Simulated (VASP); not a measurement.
Crystal: MgO.

```
Mg O
1.0
     3.30049    0.00000    0.00000
    -1.65025    2.85831    0.00000
     0.00000    0.00000    5.00863
Mg O
2 2
Direct
  0.33333 0.66667 0.00346
  0.66667 0.33333 0.50346
  0.33333 0.66667 0.40114
  0.66667 0.33333 0.90114
```

Measurements of this composition are mostly on another form, of space group No. 225.

Base run:

| Quantity | Value |
| --- | --- |
| Program | VASP 6.6.1 |
| Functional | PBEsol |
| Potentials or basis | VASP PAW PBE potentials, release 64 (Mg, O) |
| Cutoff | 520 eV |
| k mesh | 12 × 12 × 8 |
| Occupations | gaussian, width 0.02 eV |
| Spin | no spin polarisation |

Its results: band gap on the k mesh 3.37 eV, direct; pressure 0.2 GPa.

**Question.** The run is repeated on the same cell with these changes: potentials or basis from VASP PAW PBE potentials, release 64 (Mg, O) to VASP PAW PBE potentials, release 64 (Mg, O_h); cutoff from 520 eV to 900 eV; k mesh from 12 × 12 × 8 to 9 × 9 × 6. What comes out?

**Answer.** Band gap on the k mesh 3.37 eV, direct; pressure -0.3 GPa.

Caveats: the PAW data sets were made with another functional, which shifts forces and pressure a little; the cutoff is under 1.25 times the usual one of these potentials, so pressure, stress and relaxed cells hold a basis-set (Pulay) error (some runs); an odd mesh through Γ misses points on the zone boundary, where band edges often lie (some runs).
